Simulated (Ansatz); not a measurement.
Computed results, one entry a study.

```cif
data_aln
_symmetry_space_group_name_H-M 'P 1'
_symmetry_Int_Tables_number 1
_cell_length_a 3.1192
_cell_length_b 3.1192
_cell_length_c 30.4000
_cell_angle_alpha 90.000
_cell_angle_beta 90.000
_cell_angle_gamma 120.000
_cell_volume 256.15
loop_
_atom_site_label
_atom_site_type_symbol
_atom_site_fract_x
_atom_site_fract_y
_atom_site_fract_z
_atom_site_occupancy
Al1 Al 0.33333 0.66667 0.44109 1
N2 N 0.66667 0.33333 0.44077 1
Al3 Al 0.33333 0.66667 0.55891 1
N4 N 0.00000 0.00000 0.55923 1
_calc_subject 'From PBE to G0W0: AlN (honeycomb bilayer)'
_calc_method 'DFT, PBE, plane waves, PAW; PAW set soft_1 (and 1 further level or step)'
_calc_program 'Ansatz 0.2.0'
_calc_settings_of_one_run 'cutoff 420 eV, 9×9×1 k-mesh, smearing width 0.02 eV, PAW set soft 1, shift 2, turned 1'
_calc_cost '2 runs, 62 s in all on 4 threads of Arm Neoverse V1, shared host (the runs of this entry)'
_calc_notes 'The program’s warnings: xc potential rough in thin density. The structure was relaxed with PBE-D3(BJ). From 160 bands and 41 eV to 385 bands and 75 eV the gap moves by 4.372 − 4.149 = +0.223 eV; bands and screening cutoff rise together, so their parts are not told apart. Two runs can’t test a law of convergence, so the limit is not known.'
_calc_pbe_gap_over_mesh_and_path '2.513 eV, from k = (0.300, 0.300, 0.000) to k = Γ'
_calc_g0w0_pbe_gap_over_6_of_7_irreducible_mesh_points '4.372 eV, from k = (0.333, 0.333, 0.000) to k = Γ'
_calc_gw_settings '6×6×1 mesh, 377 empty bands, screening to 75 eV, PAW set soft_1 files'
_calc_known_limits 'finite bands, screening cutoff and k mesh; no spin-orbit coupling in G0W0'
```

```cif
data_aln
_symmetry_space_group_name_H-M 'P 1'
_symmetry_Int_Tables_number 1
_cell_length_a 3.1334
_cell_length_b 3.1334
_cell_length_c 28.7000
_cell_angle_alpha 90.000
_cell_angle_beta 90.000
_cell_angle_gamma 120.000
_cell_volume 244.04
loop_
_atom_site_label
_atom_site_type_symbol
_atom_site_fract_x
_atom_site_fract_y
_atom_site_fract_z
_atom_site_occupancy
Al1 Al 0.33333 0.66667 0.45352 1
N2 N 0.66667 0.33333 0.45230 1
Al3 Al 0.66667 0.33333 0.54496 1
N4 N 0.00000 0.00000 0.54770 1
_calc_subject 'AlN (honeycomb bilayer): band gap by G0W0 on PBE'
_calc_method 'G0W0 on PBE, plane waves, PAW; PAW set soft_1 (and 1 further level or step)'
_calc_program 'Ansatz 0.2.0'
_calc_settings_of_one_run 'cutoff 420 eV, 6×6×1 k-mesh, PAW set soft 1, empty bands 359, screening cutoff 75 eV, screening contour deformation, QP bands (v2, c2), shift 1'
_calc_cost '2 runs, 1.7 min in all on 4 threads of Arm Neoverse V1, shared host (the runs of this entry)'
_calc_notes 'Values taken over the cell’s volume include its vacuum. The structure was relaxed with PBE-D3(BJ). Limits: coarse mesh for a sheet. From 153 bands and 41 eV to 367 bands and 75 eV the gap moves by 4.481 − 4.252 = +0.229 eV; bands and screening cutoff rise together, so their parts are not told apart. Two runs can’t test a law of convergence, so the limit is not known.'
_calc_pbe_gap_over_mesh_and_path '2.641 eV, from k = (0.267, 0.267, 0.000) to k = Γ'
_calc_g0w0_pbe_gap_over_all_7_irreducible_mesh_points '4.481 eV, from k = (0.333, 0.333, 0.000) to k = Γ'
_calc_gw_settings '6×6×1 mesh, 359 empty bands, screening to 75 eV, PAW set soft_1 files'
_calc_known_limits 'finite bands, screening cutoff and k mesh; no spin-orbit coupling in G0W0'
```

```cif
data_aln
_symmetry_space_group_name_H-M 'P 1'
_symmetry_Int_Tables_number 1
_cell_length_a 3.1188
_cell_length_b 3.1188
_cell_length_c 30.7000
_cell_angle_alpha 90.000
_cell_angle_beta 90.000
_cell_angle_gamma 120.000
_cell_volume 258.62
loop_
_atom_site_label
_atom_site_type_symbol
_atom_site_fract_x
_atom_site_fract_y
_atom_site_fract_z
_atom_site_occupancy
Al1 Al 0.33333 0.66667 0.43904 1
N2 N 0.66667 0.33333 0.43868 1
Al3 Al 0.00000 0.00000 0.56096 1
N4 N 0.66667 0.33333 0.56132 1
_calc_subject 'AlN (honeycomb bilayer): band gap by G0W0 on PBE'
_calc_method 'G0W0 on PBE, plane waves, PAW; PAW set soft_1 (and 1 further level or step)'
_calc_program 'Ansatz 0.2.0'
_calc_settings_of_one_run 'cutoff 420 eV, 6×6×1 k-mesh, PAW set soft 1, empty bands 381, screening cutoff 75 eV, screening contour deformation, QP bands (v2, c2), shift 1, turned 1'
_calc_cost '2 runs, 56 s in all on 4 threads of Arm Neoverse V1, shared host (the runs of this entry)'
_calc_notes 'Values taken over the cell’s volume include its vacuum. The structure was relaxed with PBE-D3(BJ). Limits: coarse mesh for a sheet. From 162 bands and 41 eV to 389 bands and 75 eV the gap moves by 4.118 − 3.874 = +0.244 eV; bands and screening cutoff rise together, so their parts are not told apart. Two runs can’t test a law of convergence, so the limit is not known.'
_calc_pbe_gap_over_mesh_and_path '2.296 eV, from k = (0.333, 0.333, 0.000) to k = Γ'
_calc_g0w0_pbe_gap_over_5_of_7_irreducible_mesh_points '4.118 eV, from k = (0.333, 0.333, 0.000) to k = Γ'
_calc_gw_settings '6×6×1 mesh, 381 empty bands, screening to 75 eV, PAW set soft_1 files'
_calc_known_limits 'finite bands, screening cutoff and k mesh; no spin-orbit coupling in G0W0'
```

[Paths, hosts, dates, memory and timing lines, banners, echoed tables and standing remarks are left out of the program output.]

[Logs are printed without paths, hosts, clocks, repeated set-up lines and the standing remarks that a program may print on its own settings, such as how far it seeks lower states.]

[Runs of the session that timed out or met a known fault of the program may be left out.]

[Cells called generated may have been cut or substituted from an entry of the Crystallography Open Database or the Materials Project.]

[Hosts, paths, dates, database ids (printed as entryN), source tags and the programs' standing remarks are cut or masked in the printed files.]
